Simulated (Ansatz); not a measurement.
**ZrN: pressure against volume**

ZrN, Fm-3m, a = 4.595 Å. Ansatz: PBE, PAW, 420 eV, Γ-centred 16×16×16 mesh on 2 atoms, Gaussian smearing 0.10 eV; no spin polarisation. Symmetry fixes shape and atoms, so the cell is only scaled; pressure is positive in compression.

```tsv
V (Å³/atom)	P (GPa)
10.670	41.93
11.034	28.79
11.398	17.62
11.762	8.10
12.125	-0.01
12.489	?
12.853	-12.82
13.338	-19.33
```

Question: Take V0 = 12.125 Å³/atom, count pressures from its P0 = -0.01 GPa, fit the third-order Birch–Murnaghan form to the other rows, and predict the missing pressure.

Answer: With the Eulerian strain f = ½[(V0/V)^(2/3) − 1] and y = (P − P0)/[3f(1 + 2f)^(5/2)], the form is the line y = B0 + 1.5 B0 (B0′ − 4) f. Rows (f, y): 0.04448, 254.0; 0.03244, 252.9; 0.02104, 252.0; 0.01024, 251.0; -0.01906, 246.9; -0.03079, 245.2. Means f = 0.009725, y = 250.33; Σ(Δf)² = 0.004322, ΣΔfΔy = 0.5117; the slope is their ratio. y = 249.2 + 118.4 f GPa, so B0 = 249.2 GPa and B0′ = 4 + 2 × (118.4)/(3 × 249.2) = 4.32. At V = 12.489, f = -0.00976, y = 248.04 and P = -6.92 GPa. The run gave -6.93 GPa, so the fit is 0.01 GPa too high, within the rms miss on the fitted rows (0.04 GPa).

The cell has an odd number of electrons and ran without spin polarisation, so a magnetic or disproportionated state may lie lower.